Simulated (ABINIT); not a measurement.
A run of ABINIT 10.8.3 (patched build) is set up as follows.

The input run.abi:

```
# Pseudopotentials
pp_dirpath "./"
pseudos "Te.upf, Sn.upf"

# Structure
acell 8.4205719959 8.4205719959 8.4205719959
rprim
     0.0000000000     0.7071067812     0.7071067812
     0.7071067812     0.0000000000     0.7071067812
     0.7071067812     0.7071067812     0.0000000000
ntypat 2
znucl 52 50
natom 2
typat 1 2
xred
     0.5000000000     0.5000000000     0.5000000000
     0.0000000000     0.0000000000     0.0000000000

# Plane-wave basis
ecut 35.0

# k points
kptopt 1
ngkpt 5 5 5
nshiftk 1
shiftk 0.0 0.0 0.0

# Exchange and correlation
ixc 7

# Bands and occupations
nband 19
occopt 3
tsmear 0.00183747

# SCF cycle
nstep 100
tolvrs 1.0e-10

# Output
iomode 3
prtwf 0
prtden 0
prteig 0
prtebands 0
enunit 2
```

Potentials or basis: PseudoDojo NC SR LDA v0.4.1 standard.

Command:

```bash
$ mpirun --bind-to none -np 4 abinit run.abi > log 2>&1
```

Q: What does it give for the pressure?

A: -1.7 GPa.

Caveat: this odd mesh misses L, where the gap lies, so gap, dielectric constants and Born charges aren't listed. Spin-orbit coupling is left out, which matters for the levels of Te.
